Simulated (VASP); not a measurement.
Write the native input for VASP 6.6.1 that does the following.

- Task: single point
- Functional: PBEsol
- Potentials or basis: VASP PAW PBE potentials, release 64 (Be, S)
- Cutoff: 520 eV
- k mesh: 12 × 12 × 12
- Occupations: gaussian, width 0.02 eV
- Spin: no spin polarisation
- Further INCAR settings: ALGO = Fast; EDIFF = 1e-06

The structure of BeS lies in POSCAR:

```
BeS
1.0
    0.0000000000      2.4205100000      2.4205100000
    2.4205100000      0.0000000000      2.4205100000
    2.4205100000      2.4205100000      0.0000000000
Be S
1 1
Direct
    0.0000000000      0.0000000000      0.0000000000
    0.2500000000      0.2500000000      0.2500000000
```

The cell is a database's computed one.

One way to write it, as run:

INCAR

```
SYSTEM = BeS
PREC     = Accurate       ! precision mode
ENCUT    = 520            ! plane-wave cutoff, eV
EDIFF    = 1E-6           ! SCF threshold, eV
ISMEAR   = 0              ! smearing method
SIGMA    = 0.02           ! smearing width, eV
LREAL    = .FALSE.        ! projectors in reciprocal space
LASPH    = .TRUE.         ! aspherical terms in the spheres
NELM     = 60             ! most SCF steps
ALGO     = Fast           ! electronic algorithm
ISIF     = 2              ! what is computed and relaxed
LWAVE    = .FALSE.        ! write WAVECAR
LCHARG   = .TRUE.         ! write CHGCAR
GGA      = PS             ! functional
LELF     = .TRUE.         ! ELF
LVHAR    = .TRUE.
```

KPOINTS

```
regular mesh
0
G
  12 12 12
  0 0 0
```

Potentials or basis: VASP PAW PBE potentials, release 64 (Be, S).

Launch:

```sh
$ cat potpaw_PBE.64/Be/POTCAR potpaw_PBE.64/S/POTCAR > POTCAR
$ mpirun -np 1 vasp_std > vasp.out
```

Results of the run:

| Quantity | Value |
| --- | --- |
| Pressure | 0.0 GPa |
| Band gap on the k mesh | 2.92 eV, indirect (least direct gap 5.61 eV) |

Caveat: the PAW data sets were made with another functional, which shifts forces and pressure a little.

It took 14 s on 1 thread of Intel(R) Xeon(R) Platinum 8559C (Emerald Rapids), with other jobs on the host, peak memory 0.15 GiB.
